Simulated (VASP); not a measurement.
**Input and output of a VASP PBE single-point calculation on Ge (strained diamond)**

INCAR

```
IBRION = -1
GGA = PE
LWAVE = .FALSE.
NBANDS = 21
LREAL = .FALSE.
PREC = Accurate
EDIFF = 1E-7
ENCUT = 520
SIGMA = 0.02
LCHARG = .FALSE.
ISIF = 2
LASPH = .TRUE.
NSW = 0
ISMEAR = -1
NELM = 120
```

KPOINTS

```
KPOINTS created by Atomic Simulation Environment
0
Gamma
8 8 8
0 0 0
```

KPOINTS_OPT

```
special points
6
Reciprocal
0.0000000000 0.0000000000 0.0000000000 1
0.5000000000 0.0000000000 0.5000000000 1
0.6250000000 0.2500000000 0.6250000000 1
0.3750000000 0.3750000000 0.7500000000 1
0.5000000000 0.5000000000 0.5000000000 1
0.5000000000 0.2500000000 0.7500000000 1
```

POSCAR

```
Ge
 1.0000000000000000
     0.0000000000000000    2.8085047770000000    2.8085047770000000
     2.8085047770000000    0.0000000000000000    2.8085047770000000
     2.8085047770000000    2.8085047770000000    0.0000000000000000
 Ge
   2
Cartesian
  0.0000000000000000  0.0000000000000000  0.0000000000000000
  1.4042523885000000  1.4042523885000000  1.4042523885000000
```

VASP ran with the recommended PBE PAW datasets (28 valence electrons in the cell).

Command

```
mpirun -np 1 vasp_std
```

From OUTCAR

```
k-points           NKPTS =     29   k-points in BZ     NKDIM =     29   number of bands    NBANDS=     21

   NELECT =      28.0000    total number of electrons

   dimension x,y,z NGX =    30 NGY =   30 NGZ =   30
   dimension x,y,z NGXF=    60 NGYF=   60 NGZF=   60

  energy-cutoff  :      520.00
  volume of cell :       44.31
      direct lattice vectors                 reciprocal lattice vectors
     0.000000000  2.808504777  2.808504777    -0.178030675  0.178030675  0.178030675
     2.808504777  0.000000000  2.808504777     0.178030675 -0.178030675  0.178030675
     2.808504777  2.808504777  0.000000000     0.178030675  0.178030675 -0.178030675

 k-points in reciprocal lattice and weights: KPOINTS created by Atomic Simulation Env
   0.00000000  0.00000000  0.00000000       0.002
   0.12500000  0.00000000  0.00000000       0.016
   0.25000000  0.00000000  0.00000000       0.016
   0.37500000  0.00000000  0.00000000       0.016
   0.50000000  0.00000000  0.00000000       0.008
   0.12500000  0.12500000  0.00000000       0.012
   0.25000000  0.12500000  0.00000000       0.047
   0.37500000  0.12500000  0.00000000       0.047
   ...

 E-fermi :   5.3273

 k-point     1 :       0.0000    0.0000    0.0000
  band No.  band energies     occupation
      1     -19.6388      2.00000
      2     -19.6388      2.00000
      3     -19.6388      2.00000
      4     -19.6010      2.00000
      5     -19.6010      2.00000
      6     -19.3784      2.00000
      7     -19.3784      2.00000
      8     -19.3784      2.00000
      9     -19.3628      2.00000
     10     -19.3628      2.00000
     11      -7.7313      2.00000
     12       5.2088      1.99466
     13       5.2089      1.99465
     14       5.2089      1.99465
     15       5.4439      0.00584
     16       7.7713      0.00000
     17       7.7713      0.00000
     18       7.7713      0.00000
     19      11.6870      0.00000
     20      14.7488      0.00000
     21      14.7488      0.00000

 k-point     2 :       0.1250    0.0000    0.0000
  band No.  band energies     occupation
      1     -19.6474      2.00000
      2     -19.6474      2.00000
      3     -19.6362      2.00000
      4     -19.5888      2.00000
      5     -19.5888      2.00000
      6     -19.3905      2.00000
      7     -19.3905      2.00000
      8     -19.3815      2.00000
      9     -19.3526      2.00000
     10     -19.3526      2.00000
     11      -7.5371      2.00000
     12       2.8818      2.00000
     13       4.8636      2.00000
     14       4.8637      2.00000
     15       6.3506      0.00000
     16       8.2316      0.00000
     17       8.2316      0.00000
     18       8.7709      0.00000
     19      12.6311      0.00000
     20      13.8245      0.00000
     21      13.8245      0.00000

 k-point     3 :       0.2500    0.0000    0.0000
  band No.  band energies     occupation
      1     -19.6581      2.00000
      2     -19.6581      2.00000
      3     -19.6298      2.00000
      4     -19.5706      2.00000
      5     -19.5706      2.00000
      6     -19.4047      2.00000
      7     -19.4047      2.00000
      8     -19.3891      2.00000
      9     -19.3420      2.00000
     10     -19.3420      2.00000
     11      -6.9728      2.00000
     12       0.4627      2.00000
     13       4.3029      2.00000
     14       4.3029      2.00000
     15       5.9572      0.00000
     16       8.8714      0.00000
     17       8.8714      0.00000
     18      10.9740      0.00000
     19      13.2728      0.00000
     20      13.5756      0.00000
     21      13.5756      0.00000

 k-point     4 :       0.3750    0.0000    0.0000
  band No.  band energies     occupation
      1     -19.6633      2.00000
      2     -19.6633      2.00000
      3     -19.6232      2.00000
      4     -19.5596      2.00000
      5     -19.5596      2.00000
      6     -19.4121      2.00000
      7     -19.4121      2.00000
      8     -19.3969      2.00000
      9     -19.3365      2.00000
     10     -19.3365      2.00000
     11      -6.1436      2.00000
     12      -1.5373      2.00000
     13       3.9071      2.00000
     14       3.9071      2.00000
     15       5.5907      0.00000
     16       9.0086      0.00000
     17       9.0087      0.00000
     18      12.4971      0.00000
     19      13.6681      0.00000
     20      14.7869      0.00000
     21      14.7869      0.00000

 k-point     5 :       0.5000    0.0000    0.0000
  band No.  band energies     occupation
      1     -19.6646      2.00000
      2     -19.6646      2.00000
      3     -19.6204      2.00000
      4     -19.5566      2.00000
      5     -19.5566      2.00000
      6     -19.4136      2.00000
      7     -19.4136      2.00000
      8     -19.4002      2.00000
      9     -19.3350      2.00000
     10     -19.3350      2.00000
     11      -5.5878      2.00000
     12      -2.4909      2.00000
     13       3.7695      2.00000
     14       3.7695      2.00000
     15       5.4606      0.00254
     16       8.9676      0.00000
     17       8.9676      0.00000
     18      12.3513      0.00000
     19      15.9213      0.00000
     20      16.5474      0.00000
     21      16.5587      0.00000

 k-point     6 :       0.1250    0.1250    0.0000
  band No.  band energies     occupation
      1     -19.6470      2.00000
      2     -19.6448      2.00000
      3     -19.6448      2.00000
      4     -19.5915      2.00000
      5     -19.5758      2.00000
      6     -19.4144      2.00000
      7     -19.3714      2.00000
      8     -19.3691      2.00000
      9     -19.3691      2.00000
     10     -19.3474      2.00000
     11      -7.4713      2.00000
     12       2.8749      2.00000
     13       4.3079      2.00000
     14       4.3079      2.00000
     15       7.1112      0.00000
     16       7.5972      0.00000
     17       8.9997      0.00000
     18       8.9997      0.00000
     19      12.6122      0.00000
     20      12.9290      0.00000
     21      15.0175      0.00000

 k-point     7 :       0.2500    0.1250    0.0000
  band No.  band energies     occupation
      1     -19.6613      2.00000
      2     -19.6534      2.00000
      3     -19.6358      2.00000
      4     -19.5765      2.00000
      5     -19.5546      2.00000
      6     -19.4361      2.00000
      7     -19.3894      2.00000
      8     -19.3721      2.00000
      9     -19.3530      2.00000
     10     -19.3379      2.00000
     11      -7.0258      2.00000
     12       1.0318      2.00000
     13       3.6633      2.00000
     14       3.7321      2.00000
     15       7.1512      0.00000
     16       7.9153      0.00000
     17       9.8441      0.00000
     18      10.1251      0.00000
     19      12.5954      0.00000
     20      14.2508      0.00000
     21      14.8007      0.00000

 k-point     8 :       0.3750    0.1250    0.0000
  band No.  band energies     occupation
      1     -19.6727      2.00000
      2     -19.6614      2.00000
      3     -19.6202      2.00000
      4     -19.5604      2.00000
      5     -19.5417      2.00000
      6     -19.4452      2.00000
      7     -19.4058      2.00000
      8     -19.3886      2.00000
      9     -19.3406      2.00000
     10     -19.3266      2.00000
     11      -6.2608      2.00000
     12      -0.9741      2.00000
     13       2.9760      2.00000
     14       3.4101      2.00000
     15       6.8908      0.00000
     16       8.5579      0.00000
     17      10.0057      0.00000
     18      10.8738      0.00000
     19      14.1131      0.00000
     20      14.6989      0.00000
     21      15.6414      0.00000

 k-point     9 :       0.5000    0.1250    0.0000
  band No.  band energies     occupation
      1     -19.6774      2.00000
      2     -19.6668      2.00000
      3     -19.6070      2.00000
      4     -19.5482      2.00000
      5     -19.5442      2.00000
      6     -19.4365      2.00000
      7     -19.4200      2.00000
      8     -19.4050      2.00000
      9     -19.3322      2.00000
     10     -19.3219      2.00000
     11      -5.4907      2.00000
     12      -2.3487      2.00000
     13       2.5090      2.00000
     14       3.4083      2.00000
     15       6.6696      0.00000
     16       8.7712      0.00000
     17       9.7140      0.00000
     18      12.4734      0.00000
     19      14.2035      0.00000
     20      16.2271      0.00000
     21      16.5403      0.00000

 ...

  Total        1.4358752      1.4358752      1.4358752      0.0000000      0.0000000     -0.0000000
  in kB       51.9244334     51.9244334     51.9244334      0.0000000      0.0000000     -0.0000000
  external PRESSURE =      51.9244334 kB  Pullay stress =       0.0000000 kB

 POSITION                                       TOTAL-FORCE (eV/Angst)
 -----------------------------------------------------------------------------------
      0.00000      0.00000      0.00000        -0.000000     -0.000000     -0.000000
      1.40425      1.40425      1.40425         0.000000      0.000000      0.000000
 -----------------------------------------------------------------------------------
    total drift:                                0.000000      0.000000      0.000000

  FREE ENERGIE OF THE ION-ELECTRON SYSTEM (eV)
  ---------------------------------------------------
  free  energy   TOTEN  =        -8.9721876774 eV

  energy  without entropy=       -8.9721787209  energy(sigma->0) =       -8.97218320
```

| Quantity | Value |
| --- | --- |
| gap between bands v and c | 0.24 eV |
| least direct gap | 0.24 eV |
| pressure | 5.2 GPa |

Band v is the last that the valence electrons fill when counted band by band, and c is the next.

The run took about 37 s on one core of a shared host (Intel Xeon Platinum 8488C) and held 0.18 GiB at most.
